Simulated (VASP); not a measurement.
# Sr (Fm-3m) in VASP: a series of runs, part 2 of 2

VASP 6.6.1.

**3. Relaxation of cell and atoms, PBE**

This run uses another cell than the first one, of 54.81 Å³/atom, 0.973 times its volume.

The input, INCAR:

```
  ALGO = Normal
  EDIFF = 1E-7
  EDIFFG = -0.005
  ENCUT = 520
  GGA = PE
  IBRION = 2
  ISIF = 3
  ISMEAR = 0
  LASPH = True
  LCHARG = False
  LREAL = False
  LWAVE = False
  NELM = 120
  NSW = 60
  POTIM = 0.3
  PREC = Accurate
  SIGMA = 0.1
```

The input, KPOINTS:

```
k-points
0
Gamma
  12 12 12
```

The input, POSCAR:

```
Sr                                      
1.0
   -0.0000000000      3.0150010401      3.0150010401
    3.0150010401      0.0000000000      3.0150010401
    3.0150010401      3.0150010401      0.0000000000
  Sr            
     1
Direct
     0.0000000000000000    0.0000000000000000    0.0000000000000000
```

Potentials or basis: VASP PAW PBE potentials, release 64 (Sr_sv).

Launch:

```sh
$ cat potpaw_PBE.64/Sr_sv/POTCAR > POTCAR
$ mpirun -np 1 vasp_std > vasp.out
```

OUTCAR:

```text
EDIFF = 1E-7
   EDIFFG = -0.005
   ENCUT = 520
   GGA = PE
   IBRION = 2
   ISIF = 3
   ISMEAR = 0
   LASPH = True
   LREAL = False
   NELM = 120
   NSW = 60
   POTIM = 0.3
   PREC = Accurate

 ion  position               nearest neighbor table
   1  0.000  0.000  0.000-

  LATTYP: Found a face centered cubic cell.
 ALAT       =     6.0300020802

  Lattice vectors:

 A1 = (   0.0000000000,   3.0150010401,   3.0150010401)
 A2 = (   3.0150010401,   0.0000000000,   3.0150010401)
 A3 = (   3.0150010401,   3.0150010401,   0.0000000000)

Analysis of symmetry for initial positions (statically):
=====================================================================
 Subroutine PRICEL returns:
 Original cell was already a primitive cell.

 Routine SETGRP: Setting up the symmetry group for a
 face centered cubic supercell.

 Subroutine GETGRP returns: Found 48 space group operations
 (whereof 48 operations were pure point group operations)
 out of a pool of 48 trial point group operations.

The static configuration has the point symmetry O_h .

Analysis of symmetry for dynamics (positions and initial velocities):
=====================================================================
 Subroutine PRICEL returns:
 Original cell was already a primitive cell.

 Routine SETGRP: Setting up the symmetry group for a
 face centered cubic supercell.

 Subroutine GETGRP returns: Found 48 space group operations
 (whereof 48 operations were pure point group operations)
 out of a pool of 48 trial point group operations.

The dynamic configuration has the point symmetry O_h .

 Subroutine INISYM returns: Found 48 space group operations
 (whereof 48 operations are pure point group operations),
 and found     1 'primitive' translations

----------------------------------------------------------------------------------------

                                     Primitive cell

  volume of cell :      54.8141

  direct lattice vectors                    reciprocal lattice vectors
     0.000000000  3.015001040  3.015001040    -0.165837422  0.165837422  0.165837422
     3.015001040  0.000000000  3.015001040     0.165837422 -0.165837422  0.165837422
     3.015001040  3.015001040  0.000000000     0.165837422  0.165837422 -0.165837422

  length of vectors
     4.263855361  4.263855361  4.263855361     0.287238841  0.287238841  0.287238841

  position of ions in fractional coordinates (direct lattice)
     0.000000000  0.000000000  0.000000000

  ion indices of the primitive-cell ions
   primitive index   ion index
                 1           1

----------------------------------------------------------------------------------------

 KPOINTS: k-points

Automatic generation of k-mesh.
 Grid dimensions read from file:
 generate k-points for:   12   12   12

 Generating k-lattice:

  Cartesian coordinates                     Fractional coordinates (reciprocal lattice)
    -0.013819785  0.013819785  0.013819785     0.083333333  0.000000000  0.000000000
     0.013819785 -0.013819785  0.013819785     0.000000000  0.083333333  0.000000000
     0.013819785  0.013819785 -0.013819785     0.000000000  0.000000000  0.083333333

  Length of vectors
     0.023936570  0.023936570  0.023936570

  Shift w.r.t. Gamma in fractional coordinates (k-lattice)
     0.000000000  0.000000000  0.000000000

 Subroutine IBZKPT returns following result:
 ===========================================

 Found     72 irreducible k-points:

 Following reciprocal coordinates:
            Coordinates               Weight
  0.000000  0.000000  0.000000      1.000000
  0.083333  0.000000  0.000000      8.000000
  0.166667  0.000000  0.000000      8.000000
  0.250000  0.000000  0.000000      8.000000
  0.333333  0.000000  0.000000      8.000000
  0.416667  0.000000  0.000000      8.000000
[... 16 lines left out ...]
  0.500000  0.166667  0.000000     24.000000
 -0.416667  0.166667  0.000000     24.000000
 [... further k-points ...]
   k-points           NKPTS =     72   k-points in BZ     NKDIM =     72   number of bands    NBANDS=      9
   number of dos      NEDOS =    301   number of ions     NIONS =      1
   total plane-waves  NPLWV =  32768
   dimension x,y,z NGX =    32 NGY =   32 NGZ =   32
   dimension x,y,z NGXF=    64 NGYF=   64 NGZF=   64
   ions per type =               1
   NGX,Y,Z   is equivalent  to a cutoff of  12.48, 12.48, 12.48 a.u.
   NGXF,Y,Z  is equivalent  to a cutoff of  24.95, 24.95, 24.95 a.u.
 SYSTEM =  unknown system
   PREC   = accura    normal or accurate (medium, high low for compatibility)
   ISTART =      0    job   : 0-new  1-cont  2-samecut
   ICHARG =      2    charge: 1-file 2-atom 10-const
   ISPIN  =      1    spin polarized calculation?
   LNONCOLLINEAR =      F non collinear calculations
   LSORBIT =      F    spin-orbit coupling
   LASPH  =      T    aspherical Exc in radial PAW
   ENCUT  =  520.0 eV  38.22 Ry    6.18 a.u.   7.93  7.93  7.93*2*pi/ulx,y,z
   NELM   =    120;   NELMIN=  2; NELMDL= -5     # of ELM steps
   EDIFF  = 0.1E-06   stopping-criterion for ELM
   LREAL  =      F    real-space projection
   EDIFFG = -.5E-02   stopping-criterion for IOM
   NSW    =     60    number of steps for IOM
   IBRION =      2    ionic relax: 0-MD 1-quasi-New 2-CG
   NFREE  =      1    steps in history (QN), initial steepest desc. (CG)
   ISIF   =      3    stress and relaxation
   ISYM   =      2    0-nonsym 1-usesym 2-fastsym
   POTIM  = 0.3000    time-step for ionic-motion
   TEBEG  =    0.0;   TEEND  =   0.0 temperature during run
   PSTRESS=    0.0 pullay stress
   NELECT =      10.0000    total number of electrons
   NUPDOWN=      -1.0000    fix difference up-down
   EMIN   =  10.00;   EMAX   =-10.00  energy-range for DOS
   EFERMI =   0.00;   METHOD = LEGACY
   ISMEAR =     0;   SIGMA  =   0.10  broadening in eV -4-tet -1-fermi 0-gaus
   EFERMI_NEDOS =   21; number of points for ismear=-14 and -15
   IALGO  =     38    algorithm
   IMIX   =      4    mixing-type and parameters
     AMIX     =   0.40;   BMIX     =  1.00
     AMIX_MAG =   1.60;   BMIX_MAG =  1.00
  volume/ion in A,a.u.               =      54.81       369.90
  Fermi-wavevector in a.u.,A,eV,Ry     =   0.928490  1.754592 11.729504  0.862094
  Thomas-Fermi vector in A             =   2.054672
   LORBIT       =      0    0 simple, 1 ext, 2 COOP (PROOUT), +10 PAW based schemes
   GGA     = PE    functional components
   LHFCALC =     F    Hartree Fock is set to
   AEXX    =    0.0000 exact exchange contribution
   IVDW    =     0    specifies the selected vdW correction
   LEPSILON=     F    determine dielectric tensor
   LRPA    =     F    only Hartree local field effects (RPA)
 conjugate gradient relaxation of ions
 non-spin polarized calculation
 Gauss-broadening in eV      SIGMA  =   0.10
  energy-cutoff  :      520.00
  volume of cell :       54.81
 maximum number of plane-waves:      1492
   NGX = 15   NGY = 15   NGZ = 15

 number of electron      10.0000000 magnetization

 Free energy of the ion-electron system (eV)
  ---------------------------------------------------
  ext. energy  EPLUGINS =         0.00000000
  ---------------------------------------------------
  free energy    TOTEN  =        -1.64013041 eV

  energy without entropy =       -1.63265078  energy(sigma->0) =       -1.63639059

 E-fermi :   1.5942     XC(G=0):  -7.3597

 val. band max:        1.5860034798   @ k =  -0.3333   0.3333   0.1667
 cond. band min:       1.6033185825   @ k =  -0.4167   0.2500   0.0000
 fundamental gap:      0.0173151027
 Fermi energy:         1.5942356214

 k-point     1 :       0.0000    0.0000    0.0000
  band No.  band energies     occupation
      1     -35.0167      2.00000
      2     -16.9041      2.00000
      3     -16.9041      2.00000
      4     -16.9041      2.00000
      5      -2.0551      2.00000
      6       3.9425      0.00000
      7       3.9425      0.00000
      8       3.9425      0.00000
      9       5.4136      0.00000
[... 265 lines left out ...]
 k-point    24 :      -0.4167    0.1667    0.0000
  band No.  band energies     occupation
      1     -35.0012      2.00000
      2     -17.0834      2.00000
      3     -16.9670      2.00000
      4     -16.9385      2.00000
      5       0.8268      2.00000
      6       1.6862      0.19343
      7       3.1895      0.00000
      8       4.1074      0.00000
      9       6.1661      0.00000

 [... further k-points ...]

------------------------ aborting loop because EDIFF is reached ----------------------------------------

  FORCE on cell =-STRESS in cart. coord.  units (eV):
  Direction    XX          YY          ZZ          XY          YZ          ZX
  --------------------------------------------------------------------------------------
  -------------------------------------------------------------------------------------
  Total       -0.0041934     -0.0041934     -0.0041934      0.0000000      0.0000000     -0.0000000
  in kB       -0.1225690     -0.1225690     -0.1225690      0.0000000      0.0000000     -0.0000000
  external PRESSURE =      -0.1225690 kB  Pullay stress =       0.0000000 kB

 VOLUME and BASIS-vectors are now :
 -----------------------------------------------------------------------------
  energy-cutoff  :      520.00
  volume of cell :       54.81
      direct lattice vectors                 reciprocal lattice vectors
     0.000000000  3.015001040  3.015001040    -0.165837422  0.165837422  0.165837422
     3.015001040  0.000000000  3.015001040     0.165837422 -0.165837422  0.165837422
     3.015001040  3.015001040  0.000000000     0.165837422  0.165837422 -0.165837422

 POSITION                                       TOTAL-FORCE (eV/Angst)
 -----------------------------------------------------------------------------------
      0.00000      0.00000      0.00000         0.000000      0.000000      0.000000
 -----------------------------------------------------------------------------------
    total drift:                                0.000000      0.000000      0.000000

  FREE ENERGIE OF THE ION-ELECTRON SYSTEM (eV)
  ---------------------------------------------------
  free  energy   TOTEN  =        -1.6401304122 eV

  energy  without entropy=       -1.6326507754  energy(sigma->0) =       -1.63639059

 reached required accuracy - stopping structural energy minimisation
```

Run time: 19 s. Hardware: 1 thread of AMD EPYC 9R45 (Zen 5), shared host; peak memory 0.16 GiB.

Results:

```
Free energy             : -1.6401 eV
Pressure after relaxing : 0.0 GPa
Band gap on the k mesh  : none (metal or under the smearing width)
```

Final structure:
```yaml
crystal:
  lattice:
    - [0.00000, 3.01500, 3.01500]
    - [3.01500, 0.00000, 3.01500]
    - [3.01500, 3.01500, 0.00000]
  atoms:
    - { symbol: Sr, position: [0.00000, 0.00000, 0.00000] }
```

Levels at points of the mesh, in eV from the Fermi level:
```tsv
k point	band 2	band 3	band 4	band 5	band 6	band 7	band 8	band 9
(0.00, 0.00, 0.00)	-18.50	-18.50	-18.50	-3.65	2.35	2.35	2.35	3.82
(0.50, 0.00, 0.00)	-18.70	-18.53	-18.53	-1.12	0.07	2.19	2.19	4.86
(0.50, 0.50, 0.00)	-18.68	-18.57	-18.57	-0.64	0.34	1.06	4.87	5.18
```

Caveat: the relaxation stopped at its first step, so nothing moved.
